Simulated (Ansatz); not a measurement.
# SnS2: what symmetry allows forces and stress to be

```yaml
crystal:
  lattice:
    - [3.48812, 0.00000, 0.00000]
    - [-1.74406, 3.02080, 0.00000]
    - [0.00000, 0.00000, 5.65541]
  atoms:
    - { symbol: Sn, position: [0.00000, 0.00000, 0.00000] }
    - { symbol: S, position: [0.66667, 0.33333, 0.23046] }
    - { symbol: S, position: [0.33333, 0.66667, 0.76954] }
```

Method: DFT PBEsol, scalar-relativistic, plane waves, PAW in Ansatz.

Plane waves to 420 eV, a k mesh through Γ of 9×9×6 on the computed 3-atom cell and Gaussian smearing (0.02 eV); no spin polarisation.

This distorted cell has space group P-3m1, with 12 operations.

Problem. Without a calculation: in which directions can each atom feel a force?

Solution. A force must be left unchanged by every operation that keeps its atom in place, so it lies in the space that those operations leave fixed. Atoms that the group maps onto each other feel forces of one size.
| atom | site symmetry | operations at the site | equivalent to atom | allowed force (Cartesian) |
| --- | --- | --- | --- | --- |
| Sn1 | -3m. | 12 | 1 | none |
| S2 | 3m. | 6 | 2 | along (0.00, 0.00, 1.00) |
| S3 | 3m. | 6 | 2 | along (0.00, 0.00, 1.00) |

That leaves 1 independent force component of 9. A relaxation in this cell that keeps the symmetry moves the atoms in these directions alone.

Problem. And the stress tensor?

Solution. It must be invariant under the point group, which leaves 2 independent components: yz, xz, xy vanish; xx = yy.

Problem. Do the computed values obey this?

Solution. Yes. Forces (eV/Å):
```
Sn1  0.000  0.000  0.000
S2   0.000  0.000  3.327
S3   0.000  0.000 -3.327
```

Stress (GPa, compression positive, xx yy zz yz xz xy): 24.00 24.00 24.48 0.00 0.00 0.00. The program imposes the same operations on density, forces and stress, so this confirms the analysis and is no independent test of the calculation.

 The cell holds layers, and where no dispersion correction was added their binding is poorly described.